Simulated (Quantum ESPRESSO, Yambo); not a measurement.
An input for Yambo 5.3.0 (GaAs (F-43m)):

```
optics
bss
bse
em1s
dipoles
rim_cut
RandQpts= 1000000
RandGvec= 1 RL
Chimod= "HARTREE"
BSKmod= "SEX"
BSEmod= "resonant"
BSSmod= "d"
BSENGexx= 1 RL
BSENGBlk= 4 Ry
% BSEQptR
 1 | 1 |
%
% BSEBands
 21 | 24 |
%
% BEnRange
 0 | 3 | eV
%
% BDmRange
 0.1 | 0.1 | eV
%
BEnSteps= 61
% BLongDir
 1 | 0 | 0 |
%
% BndsRnXs
 14 | 32 |
%
NGsBlkXs= 4 Ry
% LongDrXs
 1 | 1 | 1 |
%
% KfnQP_E
 0.658 | 1.0 | 1.0 |
%
WRbsWF
FFTGvecs= 47 Ry
```

```sh
OMP_NUM_THREADS=1 mpirun -n 8 yambo -F bse13.in -J bse13,bse12_W -C bse13 > bse13.log
```

The stored states that it reads are on a 10×10×10 mesh. It takes space group F-43m (No. 216, cubic). The conventional cell has a = 5.654 Å, b = 5.654 Å, c = 5.654 Å, α = 90.00°, β = 90.00°, γ = 90.00°. Nearest to Ga lie 4 As at 2.45 Å. As has 4 Ga at 2.45 Å nearest. Farther neighbours are not listed.

Q: How long will it take on 8 MPI ranks of Arm Neoverse V2, shared host, and how much memory?

It took 3.6 min; on shared hardware allow 1.8 min to 7.2 min. Peak host memory was 7.0 GiB.

The kernel grows as the square of the matrix size, and full diagonalisation as its cube.

[Paths, hosts, dates, memory and timing lines, banners, echoed tables and standing remarks are left out of the program output.]

[Logs are printed without paths, hosts, clocks, repeated set-up lines and the standing remarks that a program may print on its own settings, such as how far it seeks lower states.]

[Runs of the session that timed out or met a known fault of the program may be left out.]

[Hosts, paths, dates, database ids (printed as entryN), source tags and the programs' standing remarks are cut or masked in the printed files.]
